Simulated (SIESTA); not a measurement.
Crystal: AgBr.

```
Ag Br
1.0
     0.00000    2.87015    2.87015
     2.87015    0.00000    2.87015
     2.87015    2.87015    0.00000
Ag Br
1 1
Direct
  0.00000 0.00000 0.00000
  0.50000 0.50000 0.50000
```

Base run:

```yaml
Program: SIESTA 5.4.2
Functional: BLYP
Potentials_or_basis: PseudoDojo 0.4 standard (PBE files)
Basis: DZP (energy shift 0.003 Ry; two zetas on semicore shells)
Grid_cutoff: 800 Ry
Energy_shift: 0.003 Ry
k_mesh: 8 × 8 × 8
Occupations: fermi-dirac, width 0.05 eV
Spin: no spin polarisation
```

Its results: band gap on the k mesh 1.10 eV, indirect (least direct gap 2.96 eV); pressure 6.5 GPa.

Task: The run is repeated on the same cell with these changes: functional from BLYP to PBE; basis from DZP (energy shift 0.003 Ry; two zetas on semicore shells) to TZP (energy shift 0.003 Ry; two zetas on semicore shells). What comes out?

Result: Band gap on the k mesh 0.96 eV, indirect (least direct gap 2.87 eV); pressure 2.6 GPa.

Several settings changed at once, so the effect can't be laid on one alone.

Caveats: short orbitals over semicore shells can move pressures by several GPa; the basis of atomic orbitals isn't converged, which shifts pressures, moduli and gaps; the potentials were made for another functional, which shifts forces and pressure (some runs).
